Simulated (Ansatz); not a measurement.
Crystal: MoSe2.

```
CELL_PARAMETERS angstrom
3.28800 0.00000 0.00000
-1.64400 2.84749 0.00000
0.00000 0.00000 12.90000
ATOMIC_POSITIONS crystal
Mo 0.66667 0.33333 0.75000
Mo 0.33333 0.66667 0.25000
Se 0.66667 0.33333 0.37500
Se 0.33333 0.66667 0.87500
Se 0.66667 0.33333 0.12500
Se 0.33333 0.66667 0.62500
```

* Program: Ansatz 0.2.0
* Task: relaxation of cell and atoms
* Functional: revPBE
* Dispersion: D4
* Potentials or basis: Ansatz PAW
* Cutoff: 420 eV (not typed: the program's choice for these potentials)
* k mesh: 9 × 9 × 2
* Occupations: fermi-dirac, width 0.05 eV
* Spin: no spin polarisation

At the start: volume 20.13 Å³/atom.

Task: How do energy, volume and symmetry change on relaxing?

Result: It ends after 5 steps and the volume is 19.34 Å³/atom (-3.9 %); space group P6_3/mmc (No. 194, to 0.05 Å).

Step by step:
```tsv
step	energy change (eV)	largest force (eV/Å)	volume (Å³)
1	0.0000	1.1550	120.78
2	-0.1689	0.0293	117.44
3	-0.1719	0.0017	115.68
4	-0.1724	0.0016	116.07
5	-0.1717	0.0016	116.07
```

Final structure:
```
Mo Se
1.0
     3.26727    0.00000    0.00000
    -1.63364    2.82954    0.00000
     0.00000    0.00000   12.55457
Mo Se
2 4
Cartesian
  1.6336 0.9432 9.4159
  0.0000 1.8864 3.1386
  1.6336 0.9432 4.8155
  0.0000 1.8864 11.0928
  1.6336 0.9432 1.4618
  0.0000 1.8864 7.7391
```

Caveat: the plane-wave basis is chosen anew once the cell has moved, so the energies of steps on either side of that aren't comparable; the PAW data sets come from PBE, with cores solved anew for the run's functional, which leaves a small shift of forces and pressure.
